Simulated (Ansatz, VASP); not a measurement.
## Al2O3: VASP beside Ansatz

File INCAR:

```
ALGO     = Normal         # electronic algorithm
EDIFF    = 1E-7           # SCF threshold, eV
ENCUT    = 520            # plane-wave cutoff, eV
GGA      = PE             # functional
ISIF     = 2              # what is computed and relaxed
ISMEAR   = 0              # smearing method
IVDW     = 12             # dispersion correction
LASPH    = T              # aspherical terms in the spheres
LCHARG   = T              # write CHGCAR
LELF     = T              # ELF
LREAL    = F              # projectors in reciprocal space
LVHAR    = T            
LWAVE    = F              # write WAVECAR
NBANDS   = 20             # bands
NELM     = 100            # most SCF steps
PREC     = Accurate       # precision mode
SIGMA    = 0.05           # smearing width, eV
```

The input KPOINTS:

```
k-points
0
Gamma
  12 12 4
```

POSCAR

```
Al2O3
1.0
    2.9688049586      0.0000000000      0.0000000000
   -1.4844024793      2.5710605130      0.0000000000
    0.0000000000      0.0000000000      7.8250652405
Al O
2 3
Direct
    0.0000000000      0.0000000000      0.2779510000
    0.0000000000      0.0000000000      0.7220490000
    0.3333333333      0.6666666667      0.1994540000
    0.6666666667      0.3333333333      0.8005460000
    0.0000000000      0.0000000000      0.5000000000
```

Input for Ansatz:

```yaml
crystal:
  lattice:
    - [2.9688049586, 0.0, 0.0]
    - [-1.4844024793, 2.571060513, 0.0]
    - [0.0, 0.0, 7.8250652405]
  atoms:
    - { symbol: Al, position: [0.0, 0.0, 0.277951] }
    - { symbol: Al, position: [0.0, 0.0, 0.722049] }
    - { symbol: O, position: [0.3333333333, 0.6666666667, 0.199454] }
    - { symbol: O, position: [0.6666666667, 0.3333333333, 0.800546] }
    - { symbol: O, position: [0.0, 0.0, 0.5] }
basis:
  ecutwfc: 420
kpoints:
  mp_grid: { grid: [12, 12, 4] }
hamiltonian:
  xc: pbe
  dispersion: d3bj
scf:
  occupations: { method: gaussian, width: 0.05 }
output:
  forces: true
  stress: true
  eigenvalues: true
```

Alike in both runs: task single point; functional PBE; dispersion D3(BJ); k mesh 12 × 12 × 4; occupations gaussian, width 0.05 eV; no spin polarisation.

|  | VASP | Ansatz |
| --- | --- | --- |
| version | VASP 6.6.1 | Ansatz 0.2.0 |
| potentials or method | VASP PAW PBE potentials, release 64 (Al, O) | scalar-relativistic, plane waves, PAW |
| plane-wave cutoff (eV) | 520 | 420 |
| valence electrons in the cell | 24 | 24 |

|  | VASP | Ansatz | Ansatz less VASP |
| --- | --- | --- | --- |
| gap on the k mesh at the Fermi level (eV) | 1.76 | 1.77 | +0.006 |
| least direct gap on the mesh (eV) | 1.76 | 1.77 | +0.006 |
| pressure (GPa) | -3.6 | -3.6 | +0.05 |
| largest component of the traceless stress (GPa) | 14.19 | 14.27 | +0.085 |
| rms of the force components (eV/Å) | 0.608 | 0.623 | +0.0144 |

Atom by atom the forces differ by 0.016 eV/Å (rms over components).

Caveats: forces of over 1 eV/Å show positions far from the minimum, so gaps and moduli don't describe the material at rest. A k mesh can miss the band edges.
